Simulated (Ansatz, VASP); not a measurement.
# Si4O7 (a cell with a defect): VASP beside Ansatz

The input INCAR:

```
SYSTEM = Si4O7
  PREC = Accurate
  ENCUT = 520
  EDIFF = 1E-6
  ISMEAR = 0
  SIGMA = 0.05
  LREAL = .False.
  LASPH = .True.
  NELM = 100
  ALGO = Normal
  ISIF = 2
  LWAVE = .False.
  LCHARG = .False.
  NBANDS = 40
```

KPOINTS

```
Automatic mesh
0
Gamma
  6 6 6
  0 0 0
```

POSCAR

```
Si4O7
1.0
    0.0000000000      4.1548619959     -2.6614337333
    0.0000000000     -4.1548619959     -2.6614337333
   -4.1548619959      0.0000000000      2.6614337333
Si O
4 7
Direct
    0.2500000000      0.7500000000      0.5000000000
    0.7500000000      0.2500000000      0.5000000000
    0.0000000000      0.0000000000      1.0000000000
    0.5000000000      0.5000000000      1.0000000000
    1.0000000000      0.3055647994      0.3055647994
    0.5555647994      0.7500000000      0.8055647994
    0.0555647994      0.2500000000      0.8055647994
    0.0000000000      0.6944352006      0.6944352006
    0.4361795787      0.0000000000      0.4361795787
    0.9444352006      0.7500000000      0.1944352006
    0.4444352006      0.2500000000      0.1944352006
```

Input for Ansatz:

```yaml
crystal:
  lattice:
    - [0.0, 4.1548619959, -2.6614337333]
    - [0.0, -4.1548619959, -2.6614337333]
    - [-4.1548619959, 0.0, 2.6614337333]
  atoms:
    - { symbol: Si, position: [0.25, 0.75, 0.5] }
    - { symbol: Si, position: [0.75, 0.25, 0.5] }
    - { symbol: Si, position: [0.0, 0.0, 1.0] }
    - { symbol: Si, position: [0.5, 0.5, 1.0] }
    - { symbol: O, position: [1.0, 0.3055647994, 0.3055647994] }
    - { symbol: O, position: [0.5555647994, 0.75, 0.8055647994] }
    - { symbol: O, position: [0.0555647994, 0.25, 0.8055647994] }
    - { symbol: O, position: [0.0, 0.6944352006, 0.6944352006] }
    - { symbol: O, position: [0.4361795787, 0.0, 0.4361795787] }
    - { symbol: O, position: [0.9444352006, 0.75, 0.1944352006] }
    - { symbol: O, position: [0.4444352006, 0.25, 0.1944352006] }
basis:
  ecutwfc: 420
kpoints:
  mp_grid: { grid: [6, 6, 6] }
hamiltonian:
  xc: lda
  pseudopotentials: { kind: paw, azcp: { folder: soft_1 } }
scf:
  occupations: { method: gaussian, width: 0.05 }
output:
  forces: true
  stress: true
  eigenvalues: true
  write_density: true
  write_potential: true
  elf: true
  volumetric_format: npy
```

Change from the starting cell: O vacancy; atom 9 moved 0.500 of the way to it and -0.375 Å across, host rigid.

Alike in both runs: task single point; functional LDA; k mesh 6 × 6 × 6; occupations gaussian, width 0.05 eV; no spin polarisation.

|  | VASP | Ansatz |
| --- | --- | --- |
| version | VASP 6.6.1 | Ansatz 0.2.0 |
| potentials or method | VASP PAW LDA potentials, release 64 (Si, O) | scalar-relativistic, plane waves, PAW |
| plane-wave cutoff (eV) | 520 | 420 |
| valence electrons in the cell | 58 | 58 |

|  | VASP | Ansatz | Ansatz less VASP |
| --- | --- | --- | --- |
| gap on the k mesh at the Fermi level (eV) | none | none | - |
| rms of the force components (eV/Å) | 3.904 | 3.970 | +0.0654 |

Atom by atom the forces differ by 0.079 eV/Å (rms over components). A gap of «none» marks a metal or a gap that the smearing closes. Ansatz warned: «pseudo_functional_mismatch».
